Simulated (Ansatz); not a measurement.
BaSrTi2O6 on the sites of the cubic perovskite structure (relaxed group P4/mmm) was relaxed with 3 functionals in Ansatz, cell and atoms free, the symmetry of the start kept (meshes: PBE 6×6×4, r2SCAN 6×6×4, PBEsol 6×6×4). The calculation is spin-unpolarised, and the structure need not be a phase that has been made.

The PBEsol result:
```
Sr Ti O Ba
1.0
     3.93139    0.00000    0.00000
     0.00000    3.93139    0.00000
     0.00000    0.00000    7.85858
Sr Ti O Ba
1 2 6 1
Direct
  0.00000 0.00000 0.00000
  0.50000 0.50000 0.24549
  0.50000 0.50000 0.75451
  0.00000 0.50000 0.24236
  0.50000 0.00000 0.24236
  0.50000 0.50000 0.00000
  0.00000 0.50000 0.75764
  0.50000 0.00000 0.75764
  0.50000 0.50000 0.50000
  0.00000 0.00000 0.50000
```

The symmetry is P4/mmm (No. 123, tetragonal); conventional cell a = 3.931 Å, c = 7.859 Å, 12.15 Å³ an atom. Sr is surrounded by 12 O at 2.74–2.78 Å; Ti is surrounded by 6 O at 1.93–2.00 Å; O is surrounded by 2 Ti at 1.97 Å and 2 Sr at 2.74 Å and 2 Ba at 2.82 Å; O is surrounded by 2 Ti at 1.93 Å and 4 Sr at 2.78 Å; Ba is surrounded by 12 O at 2.78–2.82 Å; O is surrounded by 2 Ti at 2.00 Å and 4 Ba at 2.78 Å.

(1) Order the functionals by the relaxed volume, smallest first.
A. r2SCAN
B. PBEsol
C. PBE

(2) How does the cell change with PBE?

(3) What lattice does r2SCAN give?

(4) Held at the r2SCAN cell, what mean stress does PBE find, and does its sign point to its own minimum?

## Answers

(1) B (12.15 Å³/atom), A (12.33 Å³/atom), C (12.59 Å³/atom).

(2) a = 3.979 Å, c = 7.955 Å; the volume differs by +3.7 % from PBEsol's. Sr has 12 O at 2.77–2.81 Å; Ti has 6 O at 1.95–2.03 Å; O has 2 Ti at 1.99 Å and 2 Sr at 2.77 Å and 2 Ba at 2.86 Å (further sites aren't listed).

(3) a = 3.951 Å, c = 7.899 Å; the volume differs by +1.5 % from PBEsol's. Around Sr lie 12 O at 2.75–2.79 Å; around Ti lie 6 O at 1.93–2.01 Å; around O lie 2 Ti at 1.98 Å and 2 Sr at 2.75 Å and 2 Ba at 2.84 Å (further sites aren't listed).

(4) Yes. PBE +3.62 GPa, and its relaxed volume is +2.1 % from r2SCAN's. Compression counts positive, so a positive stress asks for a larger cell.
